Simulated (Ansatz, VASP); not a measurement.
One calculation of KBr, two programs

Contents of INCAR:

```
SYSTEM = KBr
ALGO     = Normal         ! electronic algorithm
EDIFF    = 1E-6           ! SCF threshold, eV
ENCUT    = 520            ! plane-wave cutoff, eV
GGA      = PE             ! functional
ISIF     = 2              ! what is computed and relaxed
ISMEAR   = 0              ! smearing method
LASPH    = .True.         ! aspherical terms in the spheres
LCHARG   = .True.         ! write CHGCAR
LELF     = .True.         ! ELF
LREAL    = .False.        ! projectors in reciprocal space
LVHAR    = .True.       
LWAVE    = .False.        ! write WAVECAR
NBANDS   = 15             ! bands
NELM     = 80             ! most SCF steps
PREC     = Accurate       ! precision mode
SIGMA    = 0.02           ! smearing width, eV
```

File KPOINTS:

```
k-points
0
Gamma
  6 6 6
  0 0 0
```

POSCAR

```
KBr
1.0
    0.0000000000      3.4161599372      3.4161599372
    3.4161599372      0.0000000000      3.4161599372
    3.4161599372      3.4161599372      0.0000000000
K Br
1 1
Direct
    0.0000000000      0.0000000000      0.0000000000
    0.5000000000      0.5000000000      0.5000000000
```

Input for Ansatz:

```yaml
crystal:
  lattice:
    - [0.0, 3.4161599372, 3.4161599372]
    - [3.4161599372, 0.0, 3.4161599372]
    - [3.4161599372, 3.4161599372, 0.0]
  atoms:
    - { symbol: K, position: [0.0, 0.0, 0.0] }
    - { symbol: Br, position: [0.5, 0.5, 0.5] }
basis:
  ecutwfc: 420
kpoints:
  mp_grid: { grid: [6, 6, 6] }
hamiltonian:
  xc: pbe
scf:
  occupations: { method: gaussian, width: 0.02 }
output:
  forces: true
  stress: true
  eigenvalues: true
```

Alike in both runs: task single point; functional PBE; k mesh 6 × 6 × 6; occupations gaussian, width 0.02 eV; no spin polarisation.

|  | VASP | Ansatz |
| --- | --- | --- |
| version | VASP 6.6.1 | Ansatz 0.2.0 |
| potentials or method | VASP PAW PBE potentials, release 64 (K_sv, Br) | scalar-relativistic, plane waves, PAW |
| plane-wave cutoff (eV) | 520 | 420 |
| valence electrons in the cell | 16 | 16 |

|  | VASP | Ansatz | Ansatz less VASP |
| --- | --- | --- | --- |
| gap on the k mesh at the Fermi level (eV) | 4.17 | 4.17 | +0.001 |
| least direct gap on the mesh (eV) | 4.17 | 4.17 | +0.001 |
| pressure (GPa) | -0.6 | -0.7 | -0.02 |
